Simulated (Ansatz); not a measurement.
# C: the cost of one run

Method: DFT PBE+D3(BJ), scalar-relativistic, plane waves, PAW, and further levels as typed in the inputs, in Ansatz 0.2.0.

## Step 1: The structure to begin with

It takes space group P-3m1 (No. 164, trigonal). The conventional cell has a = 2.460 Å, b = 2.460 Å, c = 23.350 Å, α = 90.00°, β = 90.00°, γ = 120.00°. C (site symmetry 3m) has 3 C at 1.42 Å as nearest neighbours.

As a file:

```cif
data_structure
_symmetry_space_group_name_H-M 'P 1'
_symmetry_Int_Tables_number 1
_cell_length_a 7.3800
_cell_length_b 7.3800
_cell_length_c 23.3500
_cell_angle_alpha 90.000
_cell_angle_beta 90.000
_cell_angle_gamma 120.000
_cell_volume 1101.36
loop_
_atom_site_label
_atom_site_type_symbol
_atom_site_fract_x
_atom_site_fract_y
_atom_site_fract_z
_atom_site_occupancy
C1 C 0.00000 0.00000 0.57173 1
C2 C 0.11111 0.22222 0.57173 1
C3 C 0.00000 0.00000 0.42827 1
C4 C 0.22222 0.11111 0.42827 1
C5 C 0.00000 0.33333 0.57173 1
C6 C 0.11111 0.55556 0.57173 1
C7 C 0.00000 0.33333 0.42827 1
C8 C 0.22222 0.44444 0.42827 1
C9 C 0.00000 0.66667 0.57173 1
C10 C 0.11111 0.88889 0.57173 1
C11 C 0.00000 0.66667 0.42827 1
C12 C 0.22222 0.77778 0.42827 1
C13 C 0.33333 0.00000 0.57173 1
C14 C 0.44444 0.22222 0.57173 1
C15 C 0.33333 0.00000 0.42827 1
C16 C 0.55556 0.11111 0.42827 1
C17 C 0.33333 0.33333 0.57173 1
C18 C 0.44444 0.55556 0.57173 1
C19 C 0.33333 0.33333 0.42827 1
C20 C 0.55556 0.44444 0.42827 1
C21 C 0.33333 0.66667 0.57173 1
C22 C 0.44444 0.88889 0.57173 1
C23 C 0.33333 0.66667 0.42827 1
C24 C 0.55556 0.77778 0.42827 1
C25 C 0.66667 0.00000 0.57173 1
C26 C 0.77778 0.22222 0.57173 1
C27 C 0.66667 0.00000 0.42827 1
C28 C 0.88889 0.11111 0.42827 1
C29 C 0.66667 0.33333 0.57173 1
C30 C 0.77778 0.55556 0.57173 1
C31 C 0.66667 0.33333 0.42827 1
C32 C 0.88889 0.44444 0.42827 1
C33 C 0.66667 0.66667 0.57173 1
C34 C 0.77778 0.88889 0.57173 1
C35 C 0.66667 0.66667 0.42827 1
C36 C 0.88889 0.77778 0.42827 1
```

## Step 2: Single point: C36 slab, no spin

The cell repeats along c, and a dipole correction in the vacuum removes the field between the copies.

Contents of input.yaml:

```yaml
crystal:
  lattice:
    - [7.38, 0.0, 0.0]
    - [-3.69, 6.3912674799, 0.0]
    - [0.0, 0.0, 23.35]
  atoms:
    - { symbol: C, position: [0.0, 0.0, 0.5717344754] }
    - { symbol: C, position: [0.1111111111, 0.2222222222, 0.5717344754] }
    - { symbol: C, position: [0.0, 0.0, 0.4282655246] }
    - { symbol: C, position: [0.2222222222, 0.1111111111, 0.4282655246] }
    - { symbol: C, position: [0.0, 0.3333333333, 0.5717344754] }
    - { symbol: C, position: [0.1111111111, 0.5555555556, 0.5717344754] }
    - { symbol: C, position: [0.0, 0.3333333333, 0.4282655246] }
    - { symbol: C, position: [0.2222222222, 0.4444444444, 0.4282655246] }
    - { symbol: C, position: [0.0, 0.6666666667, 0.5717344754] }
    - { symbol: C, position: [0.1111111111, 0.8888888889, 0.5717344754] }
    - { symbol: C, position: [0.0, 0.6666666667, 0.4282655246] }
    - { symbol: C, position: [0.2222222222, 0.7777777778, 0.4282655246] }
    - { symbol: C, position: [0.3333333333, 0.0, 0.5717344754] }
    - { symbol: C, position: [0.4444444444, 0.2222222222, 0.5717344754] }
    - { symbol: C, position: [0.3333333333, 0.0, 0.4282655246] }
    - { symbol: C, position: [0.5555555556, 0.1111111111, 0.4282655246] }
    - { symbol: C, position: [0.3333333333, 0.3333333333, 0.5717344754] }
    - { symbol: C, position: [0.4444444444, 0.5555555556, 0.5717344754] }
    - { symbol: C, position: [0.3333333333, 0.3333333333, 0.4282655246] }
    - { symbol: C, position: [0.5555555556, 0.4444444444, 0.4282655246] }
    - { symbol: C, position: [0.3333333333, 0.6666666667, 0.5717344754] }
    - { symbol: C, position: [0.4444444444, 0.8888888889, 0.5717344754] }
    - { symbol: C, position: [0.3333333333, 0.6666666667, 0.4282655246] }
    - { symbol: C, position: [0.5555555556, 0.7777777778, 0.4282655246] }
    - { symbol: C, position: [0.6666666667, 0.0, 0.5717344754] }
    - { symbol: C, position: [0.7777777778, 0.2222222222, 0.5717344754] }
    - { symbol: C, position: [0.6666666667, 0.0, 0.4282655246] }
    - { symbol: C, position: [0.8888888889, 0.1111111111, 0.4282655246] }
    - { symbol: C, position: [0.6666666667, 0.3333333333, 0.5717344754] }
    - { symbol: C, position: [0.7777777778, 0.5555555556, 0.5717344754] }
    - { symbol: C, position: [0.6666666667, 0.3333333333, 0.4282655246] }
    - { symbol: C, position: [0.8888888889, 0.4444444444, 0.4282655246] }
    - { symbol: C, position: [0.6666666667, 0.6666666667, 0.5717344754] }
    - { symbol: C, position: [0.7777777778, 0.8888888889, 0.5717344754] }
    - { symbol: C, position: [0.6666666667, 0.6666666667, 0.4282655246] }
    - { symbol: C, position: [0.8888888889, 0.7777777778, 0.4282655246] }
scf:
  occupations: { method: gaussian, width: 0.05 }
output:
  forces: true
hamiltonian:
  xc: pbe
  dispersion: d3bj
kpoints:
  mp_grid: { grid: [6, 6, 1] }
efield:
  axis: 3
  dipole_correction: true
```

On the command line:

```sh
$ ansatz run input.yaml --threads 8 --pin off --max-ram 14336MiB --backend cpu --events-out ev --progress --plain --runs-dir out
```

What time and memory should one allow on 8 threads of Intel Xeon at 2.50GHz (Skylake/Cascade Lake), shared host?

About 26 s, with a peak of 3.3 GiB.
